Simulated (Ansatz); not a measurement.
# Ta6HN6: the cost of one run

Computed with Ansatz 0.2.0 (DFT PBE, scalar-relativistic, plane waves, PAW, unless a step's input says otherwise).

**1. The starting structure**

The structure is orthorhombic, space group Pmm2 (No. 25). The conventional cell has a = 6.247 Å, b = 6.247 Å, c = 22.592 Å, α = 90.00°, β = 90.00°, γ = 90.00°. Ta (site symmetry m) has 5 N at 2.14 to 2.21 Å as nearest neighbours. N (site symmetry m) has 5 Ta at 2.21 to 2.24 Å as nearest neighbours. Ta (site symmetry m) is surrounded by 6 N at 2.21 to 2.35 Å. Around N (site symmetry m) lie 6 Ta at 2.13 to 2.21 Å. Only part of the 13 independent sites is listed.

Structure file:

```
Ta N H
1.0
     6.24696    0.00000    0.00000
     0.00000    6.24696    0.00000
     0.00000    0.00000   22.59175
Ta N H
12 12 2
Direct
  0.00000 0.00000 0.17706
  0.00000 0.50000 0.17706
  0.50000 0.00000 0.17706
  0.50000 0.50000 0.17706
  0.25000 0.25000 0.27625
  0.25000 0.75000 0.27625
  0.75000 0.25000 0.27625
  0.75000 0.75000 0.27625
  0.00000 0.00000 0.36626
  0.00000 0.50000 0.36626
  0.50000 0.00000 0.36626
  0.50000 0.50000 0.36626
  0.25000 0.25000 0.17706
  0.25000 0.75000 0.17706
  0.75000 0.25000 0.17706
  0.75000 0.75000 0.17706
  0.00000 0.00000 0.27180
  0.00000 0.50000 0.27180
  0.50000 0.00000 0.27180
  0.50000 0.50000 0.27180
  0.25000 0.25000 0.38030
  0.25000 0.75000 0.38030
  0.75000 0.25000 0.38030
  0.75000 0.75000 0.38030
  0.68997 0.00000 0.44272
  0.81003 0.00000 0.44272
```

This is the geometry of the first run shown, built on a cell relaxed beforehand with the same method.

**2. The scan**

Atoms count from 1 in the order of the input.

H2 lies flat over one site of a rigid substrate while its bond length and height are varied.

The axes are (1) distance H25-H26: 8 values from 0.650 to 2.650 Å; (2) height of the H2 axis above the plane of N21: 9 values from 0.45 to 3.60 Å.

Nothing else is relaxed. Points are written as (first, second).

**3. The run at (0.750 Å, 1.41 Å)**

A dipole layer in the vacuum cancels the field that periodic copies would set up if the slab's two faces differ.

input.yaml reads:

```yaml
crystal:
  lattice:
    - [6.246962505, 0.0, 0.0]
    - [0.0, 6.246962505, 0.0]
    - [0.0, 0.0, 22.5917515851]
  atoms:
    - { symbol: Ta, position: [0.0, 0.0, 0.1770557712] }
    - { symbol: Ta, position: [0.0, 0.5, 0.1770557712] }
    - { symbol: Ta, position: [0.5, 0.0, 0.1770557712] }
    - { symbol: Ta, position: [0.5, 0.5, 0.1770557712] }
    - { symbol: "N", position: [0.25, 0.25, 0.1770557712] }
    - { symbol: "N", position: [0.25, 0.75, 0.1770557712] }
    - { symbol: "N", position: [0.75, 0.25, 0.1770557712] }
    - { symbol: "N", position: [0.75, 0.75, 0.1770557712] }
    - { symbol: Ta, position: [0.25, 0.25, 0.2762497865] }
    - { symbol: Ta, position: [0.25, 0.75, 0.2762497865] }
    - { symbol: Ta, position: [0.75, 0.25, 0.2762497865] }
    - { symbol: Ta, position: [0.75, 0.75, 0.2762497865] }
    - { symbol: "N", position: [0.0, 0.0, 0.2717969833] }
    - { symbol: "N", position: [0.0, 0.5, 0.2717969833] }
    - { symbol: "N", position: [0.5, 0.0, 0.2717969833] }
    - { symbol: "N", position: [0.5, 0.5, 0.2717969833] }
    - { symbol: Ta, position: [0.0, 0.0, 0.3662594426] }
    - { symbol: Ta, position: [0.0, 0.5, 0.3662594426] }
    - { symbol: Ta, position: [0.5, 0.0, 0.3662594426] }
    - { symbol: Ta, position: [0.5, 0.5, 0.3662594426] }
    - { symbol: "N", position: [0.25, 0.25, 0.3803048007] }
    - { symbol: "N", position: [0.25, 0.75, 0.3803048007] }
    - { symbol: "N", position: [0.75, 0.25, 0.3803048007] }
    - { symbol: "N", position: [0.75, 0.75, 0.3803048007] }
    - { symbol: H, position: [0.6899708259, 1.0, 0.4427169601] }
    - { symbol: H, position: [0.8100291741, 1.0, 0.4427169601] }
basis:
  ecutwfc: 420
kpoints:
  mp_grid: { grid: [5, 5, 1] }
hamiltonian:
  xc: pbe
scf:
  occupations: { method: gaussian, width: 0.1 }
output:
  forces: true
  eigenvalues: true
efield:
  axis: 3
  dipole_correction: true
  ramp_width: 0.04
```

The run is started by

```sh
> ansatz run input.yaml --threads 4 --pin off --max-ram 12288MiB --backend cpu --events-out ev --progress --plain --runs-dir out
```

Q: Estimate wall time and peak memory on 4 threads of Arm Neoverse V1, shared host.

About 34 s, with a peak of 2.5 GiB.
